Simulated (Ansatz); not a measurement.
# fcc Cu(111) / fcc Al(111) interface: specific resistance, part 3 of 3

Aim: the specific resistance of the fcc Cu(111) / fcc Al(111) interface. Experiment: current-perpendicular-to-plane resistances of sputtered multilayers at 4.2 K give 2AR = 2.15 ± 0.4 fΩ m² (J. Bass, CPP magnetoresistance of magnetic multilayers: a critical review, arXiv:1511.07387 (2015), Table 10). Those interfaces are textured, rough and intermixed over some layers.

Ansatz 0.2.0; Ansatz plane-wave DFT, PBE, PAW files; ballistic transport by layer matching (Landauer), zero bias (the session's first sound run).

So far, transmission per spin nearest the Fermi level: step 2 (transmission: PBE) 0.818; step 6 (LDA) 0.816; step 8 (r2SCAN, cutoff 500 eV) 0.821; step 10 (k-mesh 17×17×1, in plane spacing 2.5562 Å, lattice of Cu, PBE) 0.699.

**12. Transmission: PBE on the upper metal's lattice, k-mesh 15×15×1, in plane spacing 2.8623 Å**

And the upper metal's lattice, which puts it on the lower one. To save time only the energies from -0.06 to 0.06 eV are solved. The mesh is 50×50 and the cutoff, the files' own for this level, 420 eV.

This step: Ansatz plane-wave DFT, PBE, PAW files; ballistic transport by layer matching (Landauer), zero bias (Ansatz 0.2.0).

The cell differs from the one that the last finished run ended in (a 2.556 → 2.862 Å, b 2.556 → 2.862 Å, c 45.159 → 36.014 Å).

input.yaml reads:

```yaml
crystal:
  lattice:
    - [2.862347037, 0.0, 0.0]
    - [-1.4311735185, 2.4788652485, 0.0]
    - [0.0, 0.0, 36.0140756197]
  atoms:
    - { symbol: Cu, position: [0.0, 0.0, 0.0277669212] }
    - { symbol: Cu, position: [0.3333333333, 0.6666666667, 0.073984056] }
    - { symbol: Cu, position: [0.6666666667, 0.3333333333, 0.1202011909] }
    - { symbol: Cu, position: [0.0, 0.0, 0.1664183257] }
    - { symbol: Cu, position: [0.3333333333, 0.6666666667, 0.2126354605] }
    - { symbol: Cu, position: [0.6666666667, 0.3333333333, 0.2588525953] }
    - { symbol: Cu, position: [0.0, 0.0, 0.3050697302] }
    - { symbol: Cu, position: [0.3333333333, 0.6666666667, 0.351286865] }
    - { symbol: Cu, position: [0.6666666667, 0.3333333333, 0.3975039998] }
    - { symbol: Al, position: [0.0, 0.0, 0.4530595554] }
    - { symbol: Al, position: [0.3333333333, 0.6666666667, 0.5179535317] }
    - { symbol: Al, position: [0.6666666667, 0.3333333333, 0.5828475079] }
    - { symbol: Al, position: [0.0, 0.0, 0.6477414842] }
    - { symbol: Al, position: [0.3333333333, 0.6666666667, 0.7126354605] }
    - { symbol: Al, position: [0.6666666667, 0.3333333333, 0.7775294368] }
    - { symbol: Al, position: [0.0, 0.0, 0.8424234131] }
    - { symbol: Al, position: [0.3333333333, 0.6666666667, 0.9073173894] }
    - { symbol: Al, position: [0.6666666667, 0.3333333333, 0.9722113656] }
kpoints:
  mp_grid: { grid: [15, 15, 1] }
hamiltonian:
  xc: pbe
scf:
  occupations: { method: fermi_dirac, width: 0.1 }
output:
  transmission:
    leads: [[3, 4], [12, 13]]
    kmesh: [50, 50]
    e_range: [-0.06, 0.06]
    de: 0.04
  write_potential: true
  write_density: true
  volumetric_format: npy
```

The run is started by

```
> ansatz run input.yaml --threads 4 --pin off --max-ram 15360MiB --backend cpu --events-out ev --progress --plain --runs-dir out
```

Numbers of over 12 decimals in the logs are rounded to 6 here.

What it wrote:

```text
[...]
Crystal: 18 atoms, lattice volume = 255.533 Å³
Basis set: ecut = 420 eV, 5005 PW (Γ)
Bands: 119, of which v1, the nominal top of the filled ones, is band 99 counted from 1 (98 counted from 0)
Symmetry: 12 space group operations
[...]
k-points: 27 of 225
[...]
SCF iter   1: F=—  HF=-64461.919627 eV  |F-HF|=—  |Δ(HF+E_count)|=         —  Δρ=6.10e-3  dr2=7.83e0  ethr=1.77e-3  ⟨swp⟩=6.4  Hψ=12763  notcnv=0  defer=88
[...]
SCF iter  10: F=-64461.864198 eV  HF=-64461.864198 eV  |F-HF|=1.54e-8  |Δ(HF+E_count)|=   2.15e-8  Δρ=1.57e-6  dr2=1.48e-8  ethr=5.05e-11  ⟨swp⟩=9.8  Hψ=10784  notcnv=0
SCF 1 converged in 10 iterations: F = -64461.864198 eV  dr2 = 1.48e-8
[...]
transmission: 616 of 6084 steps passed
transmission: 1224 of 6084 steps passed
[...]
transmission: 6084 of 6084 steps passed
SCF converged after 10 iterations
Free energy (F): -64461.864198 eV
[...]
Internal energy: -64461.658188 eV  (E = F + TS)
E sigma→0 (E₀):  -64461.761193 eV
Entropy (-TS):   -0.206010 eV (-11.445 meV/atom)
Fermi energy:    11.610652 eV
[...]
--- Band table (eV; the first three rows and the last of 27) ---
  k-point 0: bands = [... 95 lower, 10.1533, 10.4323, 10.4323, 10.8520, 11.2763, 12.6853, 13.2595, 14.4548, ... 16 higher]
  k-point 1: bands = [... 95 lower, 10.1563, 10.2971, 10.4347, 11.0622, 11.4556, 12.8589, 13.4042, 14.6362, ... 16 higher]
  k-point 2: bands = [... 95 lower, 10.1643, 10.4023, 10.4414, 11.5320, 11.8671, 13.3170, 13.7765, 15.1309, ... 16 higher]
  k-point 26: bands = [... 95 lower, 10.0693, 10.3603, 10.7022, 10.7022, 11.8620, 11.8620, 12.1669, 12.5652, ... 16 higher]
--- Transmission ---
  basis      : 61 plane waves across, 26 finite elements along
  points     : 234, standing for a mesh of 50 x 50
[...]
channels       : 9.688000e-1 a spin
[...]
slowest decay  : 0.0795 /Å at (0.4000, 0.2000)
[...]
channels       : 1.356400e0 a spin
[...]
slowest decay  : 0.0188 /Å at (0.3400, 0.3000)
  junction   : crystal 0 to crystal 1, 7.79 to 23.80 Å
    transmission   : 8.425546e-1 a spin
[...]
```

It took 49 s on 4 threads of Arm Neoverse V1, shared host; peak memory 1.2 GiB.

Numbers from this step:

| Property | Result |
| --- | --- |
| free energy | -64461.8642 eV |
| energy at zero smearing | -64461.7612 eV |
| Fermi energy | 11.61 eV |
| cell area | 7.095 Å² |
| step of the lead's potential | 4.1 meV |
| step of the upper lead's potential | 10.3 meV |

Per spin. The transmission, zone mean by energy, zero at the Fermi level:

| energy (eV) | transmission, zone mean |
| --- | --- |
| -0.0600 | 0.841 |
| -0.0200 | 0.843 |
| 0.0200 | 0.838 |
| 0.0600 | 0.845 |

Over the solved energies the transmission per spin lies between 0.838 and 0.845, out of 0.971 channels of the lead on average (up to 0.974).

**13. Resistance: PBE on the upper metal's lattice**

This step: Ansatz plane-wave DFT, PBE, PAW files; ballistic transport by layer matching (Landauer), zero bias; specific resistance of one interface, 1/T less the mean of the leads' 1/N (Ansatz 0.2.0).

Numbers from this step:

```
area resistance                                           : 0.2794 fΩ m²
T over the leads' mean channel count                      : 0.7228
twice the interface resistance (2AR, or 2AR* for magnets) : 0.5588 fΩ m²
```

Twice the interface resistance is 0.559 fΩ m² here, against 0.417 in the first run; 72.3 % of the two leads' mean channel count pass, 77.9 % before.

**14. What came out**

```json
{
 "2AR, PBE": "0.417 fΩ m²",
 "2AR, LDA": "0.422 fΩ m²",
 "2AR, r2SCAN": "0.414 fΩ m²",
 "2AR, PBE on the lower metal's lattice": "0.434 fΩ m²",
 "2AR, PBE on the upper metal's lattice": "0.559 fΩ m²",
 "twice the interface resistance (2AR, or 2AR* for magnets), measured": "2.15 fΩ m² at 4.2 K (measured, sputtered multilayers; J. Bass, CPP magnetoresistance of magnetic multilayers: a critical review, arXiv:1511.07387 (2015), Table 10)"
}
```

In words: One interface gives 2AR = 0.417 fΩ m² (PBE). The functionals span 0.414 to 0.422 fΩ m². A mesh a third as fine gives 0.434 against 0.417 fΩ m². The misfit of 11.3 % is shared out in plane at constant volume, which leaves both metals far from their own cubic or hexagonal shape; the values belong to these strained forms. With a misfit of 11.3 %, the choice of the common lattice gives 0.434 on the lower metal's and 0.559 fΩ m² on the upper one's. Against the measured 2.15 fΩ m², PBE gives 0.417, a ratio of 0.19: a clear miss. A misfit of 11.3 % forced into one lattice distorts both Fermi surfaces, while real films relax by dislocations. The formula assumes diffuse scattering between interfaces; layers sit on ideal sites at each metal's own atomic volume.

[Logs are printed without paths, hosts, clocks, repeated set-up lines and the standing remarks that a program may print on its own settings, such as how far it seeks lower states.]

[Hosts, paths, dates, database ids (printed as entryN), source tags and the programs' standing remarks are cut or masked in the printed files.]
